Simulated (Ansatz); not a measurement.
# Ta (P6_3/mmc) in Ansatz: a series of runs, part 2 of 2

Ansatz 0.2.0. Earlier steps stand in the parts before.

## 10. Phonons, PBE

File input.yaml:

```yaml
crystal:
  lattice:
    - [2.9003720726, 0.0, 0.0]
    - [-1.4501860363, 2.5117958953, 0.0]
    - [0.0, 0.0, 5.166274]
  atoms:
    - { symbol: Ta, position: [0.3333333333, 0.6666666667, 0.25] }
    - { symbol: Ta, position: [0.6666666667, 0.3333333333, 0.75] }
hamiltonian:
  xc: pbe
  pseudopotentials: { kind: paw }
kpoints:
  mp_grid: { grid: [10, 10, 6] }
scf:
  occupations: { method: fermi_dirac, width: 0.05 }
phonons:
  method: dfpt
  qmesh: [2, 2, 2]
  temperatures: { t_max: 1000, t_step: 100 }
  qpath:
    path:
      - [[0.0, 0.0, 0.0], [0.5, 0.0, 0.0], [0.3333333333, 0.3333333333, 0.0], [0.0, 0.0, 0.0], [0.0, 0.0, 0.5], [0.5, 0.0, 0.5], [0.3333333333, 0.3333333333, 0.5], [0.0, 0.0, 0.5]]
      - [[0.5, 0.0, 0.5], [0.5, 0.0, 0.0]]
      - [[0.3333333333, 0.3333333333, 0.0], [0.3333333333, 0.3333333333, 0.5]]
    npoints: 8
```

Potentials or basis: Ansatz PAW.

Started as:

```bash
$ ansatz run input.yaml --threads 2 --pin off --max-ram 5632MiB --backend cpu --events-out ev --progress --plain --runs-dir out
```

Output:

```text
Warning: RAYON_NUM_THREADS=2 ignored (pool sized by the plan → 2); use --threads N
Engine: ansatz 0.2.0, x86_64-unknown-linux-gnu
Pseudopotentials: kind: paw
Pseudopotential: Ta, paw, valence charge 13, recommended cutoff 420 eV (normal), Ta.paw.azcp
Functional definition: PBE
  parameter kappa = 0.804
  parameter beta = 0.06672455060314922
  exchange = pbe_x(kappa = kappa, mu = beta*pi^2/3)
  correlation = pbe_c(beta = beta)
Crystal: 2 atoms, lattice volume = 37.637 Å³
Basis set: ecut = 420 eV, 725 PW (Γ), exchange–correlation on 40×40×72 points (8 copies of the dense FFT grid, shifted against one another)
Bands: 17, of which v1, the nominal top of the filled ones, is band 13 counted from 1 (12 counted from 0)
Symmetry: 24 space group operations
k-points: 56 of 600
Non-local potential: Ta, projectors of the file, l = 0: 3, l = 1: 2, l = 2: 2, l = 3: 1
PAW form: soft (Blöchl's): semilocal exchange-correlation on the pseudo side does not see the compensation charge
PAW one-centre angular grid: Ta, 590 points (default); XC on 64 Gauss nodes
Initial density: superposition of atomic densities (neutral atoms: chi_scale 0, normalization atom), corrected by the library's trained network
Initial wavefunctions: pseudopotential atomic-orbital guess
Functional: x = pbe(κ = 0.804, μ = 0.2195149727645171), c = pbe(β = 0.06672455060314922)
SCF iter   1: F=—  HF=-19863.949230 eV  |F-HF|=—  |Δ(HF+E_count)|=         —  Δρ=6.01e-3  dr2=9.30e-3  ethr=1.77e-3  ⟨swp⟩=5.6  Hψ=4333  notcnv=0
preconditioner: auto → Kerker (q_TF=auto, 2.565 Å⁻¹)  [metal: Δε(μ)=0.038 eV  Ē_g=4.549 eV  σ=0.050 eV  W_gap=0.19  n_scr=10 (ndim 8)  ℏωp=19.1 eV  f_vac=0.000  D(μ)=2.69/eV (n_scr^D=34)]
SCF iter   2: F=—  HF=-19863.948047 eV  |F-HF|=—  |Δ(HF+E_count)|=   1.18e-3  Δρ=3.70e-3  dr2=4.08e-3  ethr=3.58e-5  ⟨swp⟩=1.4  Hψ=1455  notcnv=0
SCF iter   3: F=—  HF=-19863.947151 eV  |F-HF|=—  |Δ(HF+E_count)|=   8.97e-4  Δρ=4.74e-4  dr2=4.18e-5  ethr=1.57e-5  ⟨swp⟩=2.0  Hψ=1205  notcnv=0
SCF iter   4: F=—  HF=-19863.947145 eV  |F-HF|=—  |Δ(HF+E_count)|=   5.77e-6  Δρ=1.12e-4  dr2=2.77e-6  ethr=1.61e-7  ⟨swp⟩=2.5  Hψ=1732  notcnv=0
SCF iter   5: F=—  HF=-19863.947146 eV  |F-HF|=—  |Δ(HF+E_count)|=   1.38e-6  Δρ=2.31e-5  dr2=8.91e-8  ethr=1.06e-8  ⟨swp⟩=1.3  Hψ=1061  notcnv=0
SCF iter   6: F=—  HF=-19863.947146 eV  |F-HF|=—  |Δ(HF+E_count)|=   1.40e-8  Δρ=4.01e-6  dr2=3.30e-9  ethr=3.43e-10  ⟨swp⟩=2.2  Hψ=1216  notcnv=0
SCF iter   7: F=—  HF=-19863.947146 eV  |F-HF|=—  |Δ(HF+E_count)|=  1.60e-10  Δρ=2.85e-7  dr2=1.48e-11  ethr=1.27e-11  ⟨swp⟩=3.0  Hψ=1782  notcnv=0
SCF iter   8: F=-19863.947146 eV  HF=-19863.947146 eV  |F-HF|=1.09e-11  |Δ(HF+E_count)|=  7.28e-12  Δρ=4.64e-8  dr2=3.99e-13  ethr=1.00e-12  ⟨swp⟩=5.1  Hψ=3692  notcnv=0
SCF 1 converged in 8 iterations: F = -19863.947146 eV  dr2 = 3.99e-13
NSCF: frozen V_eff on 56 k-points
NSCF: frozen V_eff on 124 k-points
DFPT response loops at q = (0, 0, 0) (fractional): preconditioner auto → Kerker (q_TF=auto, 2.565 Å⁻¹) (partly filled bands, converged f_vac=0.000); β = 1.00, the filter's whole step (`scf.mixing.beta` (0.50) is not read by the response loops under this deck's `scf.mixing.preconditioner`; to damp them name `kerker` or `kerker_dos`, under which they read `scf.mixing.beta`, and type it under 1.00, their step now; both keys bind the ground state too); Broyden in place of MSR1
NSCF: frozen V_eff on 248 k-points
DFPT response loops at q = (0, 0, -0.5) (fractional): mixed as the last ones told, above
NSCF: frozen V_eff on 248 k-points
DFPT response loops at q = (0, -0.5, 0) (fractional): mixed as the last ones told, above
NSCF: frozen V_eff on 248 k-points
DFPT response loops at q = (0, -0.5, -0.5) (fractional): mixed as the last ones told, above
SCF converged after 8 iterations
Free energy (F): -19863.947146 eV
Harris-Foulkes:  -19863.947146 eV  (|F-HF|=1.09e-11)
Internal energy: -19863.924830 eV  (E = F + TS)
E sigma→0 (E₀):  -19863.935988 eV
Entropy (-TS):   -0.022316 eV (-11.158 meV/atom)
Fermi energy:    18.128024 eV
--- Per-component energies (eV) ---
  E_band       = -230.008358
  E_kinetic    = 730.131104
  E_local      = -1152.686670  (includes V_loc(G=0)·N_el)
  E_nonlocal   = 29.138675
  E_hartree    = 397.891387
  E_xc         = -436.118339
  E_vxc        = -407.024760  (∫ρ·V_xc dr)
  E_paw        = -16792.868217  (= ΣΔE_a)
  E_vpaw       = -225.349805  (= ΣTr[D̂ρ^β])
  E_aug_tail   = 0.000313  (compensation charges beyond the density's cutoff)
  E_ewald      = -2639.413084
  E_smearing   = -0.022316  (= −TS)
  E_closure    = 0.000000  (closes the sum)
  Σ components = -19863.947146   (vs F -19863.947146, Δ=0.00e0)
--- Band table (eV; the first three rows and the last of 56) ---
  k-point 0: bands = ["-49.4101", "-49.3513", "-16.3565", "-15.5439", "-15.4292", "-15.4292", "-15.3478", "-15.3478", "10.0035", "13.2669", "17.6001", "18.0243", "18.7604", "18.7604", "19.3217", "19.3217", "21.1321"]
  k-point 1: bands = ["-49.4061", "-49.3553", "-16.3049", "-15.6015", "-15.4238", "-15.4238", "-15.3533", "-15.3533", "10.2419", "13.1404", "17.4778", "17.6646", "18.7308", "18.7308", "19.2250", "19.2250", "21.3625"]
  k-point 2: bands = ["-49.3954", "-49.3661", "-16.1620", "-15.7562", "-15.4090", "-15.4090", "-15.3683", "-15.3683", "10.9045", "12.6644", "17.1198", "17.1975", "18.7174", "18.7174", "19.0093", "19.0093", "21.9247"]
  k-point 55: bands = ["-49.2868", "-49.2868", "-16.2470", "-16.2470", "-16.0302", "-16.0302", "-15.6774", "-15.6774", "15.4346", "15.4346", "16.4961", "16.4961", "17.5061", "17.5061", "19.6735", "19.6735", "23.3875"]
--- Phonons (Γ-DFPT): 2 representative perturbations + reference (Σ response iterations 6) ---
  ASR residual: 2.831e-4 → 0.000e0 eV/Å²; symmetrization residual: 1.982e-12 eV/Å²
  ASR residual per site (eV/Å²): 2.83e-4 2.83e-4
  Γ frequencies (cm⁻¹): -69.50 -69.50 0.00 0.00 0.00 182.41
--- Phonons (arbitrary-q DFPT): 4 irreducible q on the 2×2×2 mesh ---
  q = [0.0000, 0.0000, 0.0000] (star 1, of the zone-centre solve; hermiticity 1.83e-15, symmetrization 1.79e-13): -69.50 -69.50 -0.00 -0.00 0.00 182.41
  q = [0.0000, 0.0000, -0.5000] (star 1, 2 solved perturbations in 180 linear systems a pass and spin channel, the states on 124 of 600 k-point pairs; hermiticity 7.00e-12, symmetrization 7.49e-8): -52.55 -52.55 -52.55 -52.55 128.99 128.99
  q = [0.0000, -0.5000, 0.0000] (star 3, 3 solved perturbations on 124 of 600 k-point pairs; hermiticity 1.38e-4, symmetrization 1.94e-5): 37.47 53.04 84.02 111.00 126.57 140.25
  q = [0.0000, -0.5000, -0.5000] (star 3, 3 solved perturbations on 124 of 600 k-point pairs; hermiticity 2.34e-5, symmetrization 7.95e-6): 62.00 62.00 91.08 91.08 147.54 147.54
  sum rule: each row above includes the acoustic sum rule's correction from the zone centre's row sums; it moved no ω² by more than (0.65 cm⁻¹)²
  mesh force constants: q→R imaginary residual 9.07e-18; ASR residual 2.831e-4 → 0.000e0 eV/Å²; symmetrization residual 5.329e-15 eV/Å²
  interpolated dispersion: 75 rows × 6 modes
  density of states and harmonic sums: on the 24×24×12 q-mesh, interpolated from the force constants of a 2×2×2 supercell (no non-analytic term)
  largest difference from the sums on the solved wave vectors: F 1.70e-1 eV, S 2.28e-4 and C_V 5.83e-5 eV/K
  zero-point energy: 0.031481 eV/cell   skipped modes (ω ≤ 0): 254, of them read as no rigid motion or as one in doubt: 251 (4.580e-1 modes/cell left out, lowest -69.50 cm⁻¹)   left out of the sums: 7.64e-2 of the cell's modes: C_V's classical limit lies that fraction below 3 k_B per atom; for a crystal, a wire or a layer, F and S can be off by more, and a phonons.interpolated_qmesh denser along its periods is the remedy for the sampling
```

Run time: 3.4 min. Hardware: 2 threads of Intel Xeon at 2.50GHz (Skylake/Cascade Lake), shared host; peak memory 0.54 GiB.

Results:

* Free energy: -19863.9471 eV
* Band gap on the k mesh: none (metal or under the smearing width)
* Highest phonon frequency: 182 cm⁻¹
* Most unstable mode: 70i cm⁻¹

Phonon frequencies in cm⁻¹ (negative: imaginary):
| q point | frequencies |
| --- | --- |
| (0.000, 0.000, 0.000) | -70 -70 0 0 0 182 |
| (0.000, 0.000, -0.500) | -53 -53 -53 -53 129 129 |
| (0.000, -0.500, 0.000) | 37 53 84 111 127 140 |
| (0.000, -0.500, -0.500) | 62 62 91 91 148 148 |

Caveat: some modes are imaginary; the q mesh is small, so phonon branches between its points and thermal values are rough. Spin-orbit coupling is left out, which matters for the levels of Ta.
